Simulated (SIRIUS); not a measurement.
# Rh: single point with LDA+U

Rh:

```xyz
1
Lattice="0.0000 1.8979 1.8979 1.8979 0.0000 1.8979 1.8979 1.8979 0.0000" Properties=species:S:1:pos:R:3 pbc="T T T"
Rh    0.0000    0.0000    0.0000
```

| Property | Result |
| --- | --- |
| Program | SIRIUS 7.12.0 |
| Task | single point |
| Functional | LDA |
| Potentials or basis | PseudoDojo 0.4.1 PBE standard (scalar relativistic) |
| Cutoff | 1202 eV |
| Density cutoff | 4809 eV |
| k mesh | 12 × 12 × 12 |
| Occupations | fermi-dirac, width 0.05 eV |
| Spin | no spin polarisation |
| Hubbard terms | Rh d U = 2 eV |
| Libxc names | ["XC_LDA_X", "XC_LDA_C_PW"] |
| Energy tol | 1e-08 Ha |
| Density tol | 1e-06 |
| Mixer | anderson |
| Mixing beta | 0.7 |
| Max scf | 100 |
| Radial cutoff for the potentials' integrals | 6.5 bohr |
| Form of the Hubbard term | simplified (Dudarev) |
| Hubbard projectors | orthogonalised atomic orbitals |
| Start of the occupations | the program's own |

```yaml
Pressure: -9.6 GPa
Band_gap_on_the_k_mesh: none (metal or under the smearing width)
```

Eigenvalues of the final occupation matrices:
```csv
site,spin,trace,eigenvalues
site 1,1,4.08,0.78 0.78 0.78 0.87 0.87
```

It took 38 s on 1 thread of Intel(R) Xeon(R) Platinum 8488C (Sapphire Rapids), with other jobs on the host, peak memory 0.27 GiB.

Caveat: the potentials were made for another functional, which shifts forces and pressure; U without spin polarisation on a metal has little footing; the U is typed as a test and isn't derived for this compound.
